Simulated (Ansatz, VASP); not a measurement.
Two plane-wave programs on Re

Contents of INCAR:

```
PREC     = Accurate       # precision mode
ENCUT    = 520            # plane-wave cutoff, eV
EDIFF    = 1E-7           # SCF threshold, eV
ISMEAR   = -1             # smearing method
SIGMA    = 0.1            # smearing width, eV
LREAL    = F              # projectors in reciprocal space
LASPH    = T              # aspherical terms in the spheres
NELM     = 100            # most SCF steps
ALGO     = Normal         # electronic algorithm
ISIF     = 2              # what is computed and relaxed
LWAVE    = F              # write WAVECAR
LCHARG   = F              # write CHGCAR
GGA      = RE             # functional
NBANDS   = 10             # bands
```

KPOINTS

```
Automatic mesh
0
Gamma
  14 14 14
```

Contents of POSCAR:

```
Re
1.0
    2.5531789664      0.0000000000      0.0000000000
    0.0000000000      2.5531789664      0.0000000000
    0.0000000000      0.0000000000      2.5531789664
Re
1
Direct
    0.0000000000      0.0000000000      0.0000000000
```

Input for Ansatz:

```yaml
crystal:
  lattice:
    - [2.5531789664, 0.0, 0.0]
    - [0.0, 2.5531789664, 0.0]
    - [0.0, 0.0, 2.5531789664]
  atoms:
    - { symbol: Re, position: [0.0, 0.0, 0.0] }
hamiltonian:
  xc: revpbe
  pseudopotentials:
    kind: paw
    azcp:
      Re: "pseudopotentials/Re.paw.azcp"
basis:
  ecutwfc: 420
  fft_grid_basis: typed
kpoints:
  mp_grid: { grid: [14, 14, 14], shift: [0, 0, 0] }
magnetization:
  spin_polarized: false
scf:
  occupations: { method: fermi_dirac, width: 0.1 }
  lower_state_search: "off"
output:
  stress: true
```

Alike in both runs: task single point; functional revPBE; k mesh 14 × 14 × 14; occupations fermi-dirac, width 0.1 eV; no spin polarisation.

|  | VASP | Ansatz |
| --- | --- | --- |
| version | VASP 6.6.1 | Ansatz 0.2.0 |
| potentials or method | VASP PAW PBE potentials, release 64 (Re) | plane waves (420 eV) with PAW, scalar-relativistic |
| plane-wave cutoff (eV) | 520 | 420 |
| valence electrons in the cell | 7 | 15 |

```csv
,VASP,Ansatz,Ansatz less VASP
pressure (GPa),9.4,10.6,+1.20
```

The functional is the same, so the differences come from potentials, cutoffs and numerics. The two sets of potentials don't hold the same shells in valence.

Caveats: the PAW data sets were made with another functional, which shifts forces and pressure a little (VASP). The runs have no spin-orbit coupling, so splittings on Re are missing.
